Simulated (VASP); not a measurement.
# GaAs (F-43m) in VASP: settings compared

One crystal, GaAs, is run at these levels: RPBE+D4, revPBE+D3; tasks: relaxation of cell and atoms.

Everything below comes from runs of VASP 6.6.1. Logs are shortened: lines on timing, memory, paths and dates and some standing lists are left out, and cuts for length are marked.

### 1 The crystal as given

Symmetry: F-43m, No. 216, cubic system. Conventional cell: a = 5.654 Å, b = 5.654 Å, c = 5.654 Å, α = 90.00°, β = 90.00°, γ = 90.00°. As (site symmetry -43m) is surrounded by 4 Ga at 2.45 Å. Ga (site symmetry -43m) is surrounded by 4 As at 2.45 Å.

### 2 Relaxation of cell and atoms, RPBE+D4

The input, INCAR:

```
SYSTEM = GaAs
PREC = Accurate ; ENCUT = 600
EDIFF = 1E-7 ; ISMEAR = -1
SIGMA = 0.05 ; LREAL = .False.
LASPH = .True. ; NELM = 60
ALGO = Normal ; ISIF = 3
LWAVE = .False. ; LCHARG = .False.
GGA = RP ; IVDW = 13
IBRION = 2 ; NSW = 60
EDIFFG = -0.005
```

The input, KPOINTS:

```
Automatic mesh
0
Gamma
  8 8 8
  0 0 0
```

The input, POSCAR:

```
GaAs
1.0
    0.0000000000      2.8268500000      2.8268500000
    2.8268500000      0.0000000000      2.8268500000
    2.8268500000      2.8268500000      0.0000000000
As Ga
1 1
Direct
    0.7500000000      0.7500000000      0.7500000000
    0.0000000000      0.0000000000      0.0000000000
```

Potentials or basis: VASP PAW PBE potentials, release 64 (As, Ga_d).

The run is started by

```sh
$ cat potpaw_PBE.64/As/POTCAR potpaw_PBE.64/Ga_d/POTCAR > POTCAR
$ mpirun -np 1 vasp_std > vasp.out
```

OUTCAR:

```text
SYSTEM = GaAs
   PREC = Accurate
   ENCUT = 600
   EDIFF = 1E-7
   ISMEAR = -1
   LREAL = .False.
   LASPH = .True.
   NELM = 60
   ISIF = 3
   GGA = RP
   IVDW = 13
   IBRION = 2
   NSW = 60
   EDIFFG = -0.005

 ion  position               nearest neighbor table
   1  0.750  0.750  0.750-   2 2.45   2 2.45   2 2.45   2 2.45
   2  0.000  0.000  0.000-   1 2.45   1 2.45   1 2.45   1 2.45

  LATTYP: Found a face centered cubic cell.
 ALAT       =     5.6537000000

  Lattice vectors:

 A1 = (   0.0000000000,   2.8268500000,   2.8268500000)
 A2 = (   2.8268500000,   0.0000000000,   2.8268500000)
 A3 = (   2.8268500000,   2.8268500000,   0.0000000000)

Analysis of symmetry for initial positions (statically):
=====================================================================
 Subroutine PRICEL returns:
 Original cell was already a primitive cell.

 Routine SETGRP: Setting up the symmetry group for a
 face centered cubic supercell.

 Subroutine GETGRP returns: Found 24 space group operations
 (whereof 24 operations were pure point group operations)
 out of a pool of 48 trial point group operations.

The static configuration has the point symmetry T_d .

Analysis of symmetry for dynamics (positions and initial velocities):
=====================================================================
 Subroutine PRICEL returns:
 Original cell was already a primitive cell.

 Routine SETGRP: Setting up the symmetry group for a
 face centered cubic supercell.

 Subroutine GETGRP returns: Found 24 space group operations
 (whereof 24 operations were pure point group operations)
 out of a pool of 48 trial point group operations.

The dynamic configuration has the point symmetry T_d .

 Subroutine INISYM returns: Found 24 space group operations
 (whereof 24 operations are pure point group operations),
 and found     1 'primitive' translations

----------------------------------------------------------------------------------------

                                     Primitive cell

  volume of cell :      45.1792

  direct lattice vectors                    reciprocal lattice vectors
     0.000000000  2.826850000  2.826850000    -0.176875321  0.176875321  0.176875321
     2.826850000  0.000000000  2.826850000     0.176875321 -0.176875321  0.176875321
     2.826850000  2.826850000  0.000000000     0.176875321  0.176875321 -0.176875321

  length of vectors
     3.997769609  3.997769609  3.997769609     0.306357042  0.306357042  0.306357042

  position of ions in fractional coordinates (direct lattice)
     0.750000000  0.750000000  0.750000000
     0.000000000  0.000000000  0.000000000

  ion indices of the primitive-cell ions
   primitive index   ion index
                 1           1
                 2           2

----------------------------------------------------------------------------------------

 KPOINTS: Automatic mesh

Automatic generation of k-mesh.
 Grid dimensions read from file:
 generate k-points for:    8    8    8

 Generating k-lattice:

  Cartesian coordinates                     Fractional coordinates (reciprocal lattice)
    -0.022109415  0.022109415  0.022109415     0.125000000  0.000000000  0.000000000
     0.022109415 -0.022109415  0.022109415     0.000000000  0.125000000  0.000000000
     0.022109415  0.022109415 -0.022109415     0.000000000  0.000000000  0.125000000

  Length of vectors
     0.038294630  0.038294630  0.038294630

  Shift w.r.t. Gamma in fractional coordinates (k-lattice)
     0.000000000  0.000000000  0.000000000

 Subroutine IBZKPT returns following result:
 ===========================================

 Found     29 irreducible k-points:

 Following reciprocal coordinates:
            Coordinates               Weight
  0.000000  0.000000  0.000000      1.000000
  0.125000  0.000000  0.000000      8.000000
  0.250000  0.000000  0.000000      8.000000
  0.375000  0.000000  0.000000      8.000000
  0.500000  0.000000  0.000000      4.000000
  0.125000  0.125000  0.000000      6.000000
[... 16 lines left out ...]
  0.500000  0.250000  0.125000     48.000000
 -0.375000  0.250000  0.125000     24.000000
 [... further k-points ...]
   k-points           NKPTS =     29   k-points in BZ     NKDIM =     29   number of bands    NBANDS=     13
   number of dos      NEDOS =    301   number of ions     NIONS =      2
   total plane-waves  NPLWV =  32768
   dimension x,y,z NGX =    32 NGY =   32 NGZ =   32
   dimension x,y,z NGXF=    64 NGYF=   64 NGZF=   64
   ions per type =               1   1
   NGX,Y,Z   is equivalent  to a cutoff of  13.31, 13.31, 13.31 a.u.
   NGXF,Y,Z  is equivalent  to a cutoff of  26.61, 26.61, 26.61 a.u.
 SYSTEM =  GaAs
   PREC   = accura    normal or accurate (medium, high low for compatibility)
   ISTART =      0    job   : 0-new  1-cont  2-samecut
   ICHARG =      2    charge: 1-file 2-atom 10-const
   ISPIN  =      1    spin polarized calculation?
   LNONCOLLINEAR =      F non collinear calculations
   LSORBIT =      F    spin-orbit coupling
   LASPH  =      T    aspherical Exc in radial PAW
   ENCUT  =  600.0 eV  44.10 Ry    6.64 a.u.   7.98  7.98  7.98*2*pi/ulx,y,z
   NELM   =     60;   NELMIN=  2; NELMDL= -5     # of ELM steps
   EDIFF  = 0.1E-06   stopping-criterion for ELM
   LREAL  =      F    real-space projection
   EDIFFG = -.5E-02   stopping-criterion for IOM
   NSW    =     60    number of steps for IOM
   IBRION =      2    ionic relax: 0-MD 1-quasi-New 2-CG
   NFREE  =      1    steps in history (QN), initial steepest desc. (CG)
   ISIF   =      3    stress and relaxation
   ISYM   =      2    0-nonsym 1-usesym 2-fastsym
   POTIM  = 0.5000    time-step for ionic-motion
   TEBEG  =    0.0;   TEEND  =   0.0 temperature during run
   PSTRESS=    0.0 pullay stress
   NELECT =      18.0000    total number of electrons
   NUPDOWN=      -1.0000    fix difference up-down
   EMIN   =  10.00;   EMAX   =-10.00  energy-range for DOS
   EFERMI =   0.00;   METHOD = LEGACY
   ISMEAR =    -1;   SIGMA  =   0.05  broadening in eV -4-tet -1-fermi 0-gaus
   EFERMI_NEDOS =   21; number of points for ismear=-14 and -15
   IALGO  =     38    algorithm
   IMIX   =      4    mixing-type and parameters
     AMIX     =   0.40;   BMIX     =  1.00
     AMIX_MAG =   1.60;   BMIX_MAG =  1.00
  volume/ion in A,a.u.               =      22.59       152.44
  Fermi-wavevector in a.u.,A,eV,Ry     =   1.204628  2.276417 19.743799  1.451128
  Thomas-Fermi vector in A             =   2.340347
   LORBIT       =      0    0 simple, 1 ext, 2 COOP (PROOUT), +10 PAW based schemes
   GGA     = RP    functional components
   LHFCALC =     F    Hartree Fock is set to
   AEXX    =    0.0000 exact exchange contribution
   IVDW    =    13    specifies the selected vdW correction
   LEPSILON=     F    determine dielectric tensor
   LRPA    =     F    only Hartree local field effects (RPA)
 conjugate gradient relaxation of ions
 non-spin polarized calculation
  energy-cutoff  :      600.00
  volume of cell :       45.18
 maximum number of plane-waves:      1540
   NGX = 15   NGY = 15   NGZ = 15

--------------------------------------- Ionic step        1  -------------------------------------------

 number of electron      18.0000011 magnetization

 Free energy of the ion-electron system (eV)
  ---------------------------------------------------
  ext. energy  EPLUGINS =         0.00000000
  ---------------------------------------------------
  free energy    TOTEN  =        -7.53724204 eV

  energy without entropy =       -7.53723369  energy(sigma->0) =       -7.53723786

------------------------ aborting loop because EDIFF is reached ----------------------------------------

  DFT-D4 for vdW energy calculation

  Edisp (eV):   -1.55187

  FORCE on cell =-STRESS in cart. coord.  units (eV):
  Direction    XX          YY          ZZ          XY          YZ          ZX
  --------------------------------------------------------------------------------------
  -------------------------------------------------------------------------------------
  Total      -0.25588    -0.25588    -0.25588     0.00000     0.00000     0.00000
  in kB      -9.07430    -9.07430    -9.07430     0.00000     0.00000     0.00000
  external pressure =       -9.07 kB  Pullay stress =        0.00 kB
[... 61 lines left out ...]
  energy  without entropy=       -9.0904727830  energy(sigma->0) =       -9.09047398

--------------------------------------- Ionic step        3  -------------------------------------------

 number of electron      18.0000009 magnetization

 Free energy of the ion-electron system (eV)
  ---------------------------------------------------
  ext. energy  EPLUGINS =         0.00000000
  ---------------------------------------------------
  free energy    TOTEN  =        -7.51570160 eV

  energy without entropy =       -7.51569810  energy(sigma->0) =       -7.51569985

 E-fermi :   4.5622     XC(G=0):  -9.4790

 val. band max:        4.1611696069   @ k =   0.0000   0.0000   0.0000
 cond. band min:       4.9055208030   @ k =   0.0000   0.0000   0.0000
 fundamental gap:      0.7443511962
 Fermi energy:         4.5621821530

 k-point     1 :       0.0000    0.0000    0.0000
  band No.  band energies     occupation
      1     -10.6692      2.00000
      2     -10.6692      2.00000
      3     -10.6692      2.00000
      4     -10.5870      2.00000
      5     -10.5870      2.00000
      6      -8.6204      2.00000
      7       4.1612      1.99934
      8       4.1612      1.99934
      9       4.1612      1.99934
     10       4.9055      0.00208
     11       7.9203      0.00000
     12       7.9203      0.00000
     13       7.9203      0.00000
[... 353 lines left out ...]
 k-point    24 :      -0.3750    0.2500    0.1250
  band No.  band energies     occupation
      1     -10.7604      2.00000
      2     -10.6432      2.00000
      3     -10.6355      2.00000
      4     -10.5914      2.00000
      5     -10.5833      2.00000
      6      -6.4702      2.00000
      7      -2.3448      2.00000
      8       0.9157      2.00000
      9       2.1995      2.00000
     10       7.2918      0.00000
     11       8.3972      0.00000
     12      10.5821      0.00000
     13      11.9770      0.00000

 [... further k-points ...]

------------------------ aborting loop because EDIFF is reached ----------------------------------------

  DFT-D4 for vdW energy calculation

  Edisp (eV):   -1.57512

  FORCE on cell =-STRESS in cart. coord.  units (eV):
  Direction    XX          YY          ZZ          XY          YZ          ZX
  --------------------------------------------------------------------------------------
  -------------------------------------------------------------------------------------
  Total       0.00085     0.00085     0.00085     0.00000     0.00000    -0.00000
  in kB       0.03038     0.03038     0.03038     0.00000     0.00000    -0.00000
  external pressure =        0.03 kB  Pullay stress =        0.00 kB
[... 17 lines left out ...]
  FREE ENERGIE OF THE ION-ELECTRON SYSTEM (eV)
  ---------------------------------------------------
  free  energy   TOTEN  =        -9.0908223214 eV

  energy  without entropy=       -9.0908188223  energy(sigma->0) =       -9.09082057

 reached required accuracy - stopping structural energy minimisation
```

Run time: 24 s. Hardware: 1 thread of Intel Xeon Platinum 8488C (Sapphire Rapids), shared host; peak memory 0.2 GiB.

What came out:

- Free energy: -9.0908 eV
- Relaxed volume: 22.30 Å³/atom
- Relaxed cell: a = 3.980 Å, b = 3.980 Å, c = 3.980 Å, α = 60.00°, β = 60.00°, γ = 60.00°
- Space group after relaxing (to 0.05 Å): F-43m (No. 216)
- Energy gained by relaxing: 0.9 meV/atom
- Ionic steps: 3
- Pressure after relaxing: 0.0 GPa
- Band gap on the k mesh: 0.74 eV, direct
- Dispersion energy per atom: -0.788 eV

The path:
```csv
step,energy change (eV),largest force (eV/Å),pressure (GPa),volume (Å³)
1,0.0000,0.0000,-0.91,45.18
2,-0.0014,0.0000,0.40,44.35
3,-0.0017,0.0000,0.00,44.59
```

Final structure:
```
CELL_PARAMETERS angstrom
0.00000 2.81461 2.81461
2.81461 0.00000 2.81461
2.81461 2.81461 0.00000
ATOMIC_POSITIONS crystal
As 0.75000 0.75000 0.75000
Ga 0.00000 0.00000 0.00000
```

Caveat: the PAW data sets were made with another functional, which shifts forces and pressure a little.

### 3 Relaxation of cell and atoms, revPBE+D3

The input, INCAR:

```
SYSTEM = GaAs
PREC = Accurate
ENCUT = 600
EDIFF = 1E-6
ISMEAR = -1
SIGMA = 0.05
LREAL = .FALSE.
LASPH = .TRUE.
NELM = 80
ALGO = Fast
ISIF = 3
LWAVE = .FALSE.
LCHARG = .FALSE.
GGA = RE
IVDW = 11
IBRION = 2
NSW = 40
EDIFFG = -0.01
```

The input, KPOINTS:

```
Automatic mesh
0
G
  8 8 8
  0 0 0
```

POSCAR is that of step 2.

Potentials or basis: VASP PAW PBE potentials, release 64 (As, Ga_d).

The run is started by

```sh
$ cat potpaw_PBE.64/As/POTCAR potpaw_PBE.64/Ga_d/POTCAR > POTCAR
$ mpirun -np 1 vasp_std > vasp.out
```

Run time: 25 s. Hardware: 1 thread of Intel Xeon Platinum 8488C (Sapphire Rapids), shared host; peak memory 0.2 GiB.

The run converged. Its results:

```
Free energy                            : -8.4771 eV
Relaxed volume                         : 23.21 Å³/atom
Relaxed cell                           : a = 4.034 Å, b = 4.034 Å, c = 4.034 Å, α = 60.00°, β = 60.00°, γ = 60.00°
Space group after relaxing (to 0.05 Å) : F-43m (No. 216)
Energy gained by relaxing              : 3.6 meV/atom
Ionic steps                            : 3
Pressure after relaxing                : 0.0 GPa
Band gap on the k mesh                 : 0.41 eV, direct
Dispersion energy per atom             : -0.401 eV
```

Step by step:
| step | energy change (eV) | largest force (eV/Å) | pressure (GPa) | volume (Å³) |
| --- | --- | --- | --- | --- |
| 1 | 0.0000 | 0.0000 | 1.90 | 45.18 |
| 2 | -0.0059 | 0.0000 | -0.75 | 46.95 |
| 3 | -0.0072 | 0.0000 | 0.01 | 46.42 |

Final structure:
```yaml
crystal:
  lattice:
    - [0.00000, 2.85240, 2.85240]
    - [2.85240, 0.00000, 2.85240]
    - [2.85240, 2.85240, 0.00000]
  atoms:
    - { symbol: As, position: [0.75000, 0.75000, 0.75000] }
    - { symbol: Ga, position: [0.00000, 0.00000, 0.00000] }
```

Levels at points of the mesh, in eV from the valence-band top:
```
           k point  band 6  band 7  band 8  band 9  band 10  band 11  band 12  band 13
(0.00, 0.00, 0.00)  -12.51    0.00    0.00    0.00     0.41     3.74     3.74     3.74
(0.50, 0.00, 0.00)  -10.83   -6.46   -1.10   -1.10     1.00     4.65     4.65     7.85
(0.50, 0.50, 0.00)  -10.12   -6.66   -2.58   -2.58     1.59     1.73     9.99     9.99
```

Caveat: the PAW data sets were made with another functional, which shifts forces and pressure a little. Expect the measured gap to be larger: semilocal functionals such as revPBE lack the derivative discontinuity.
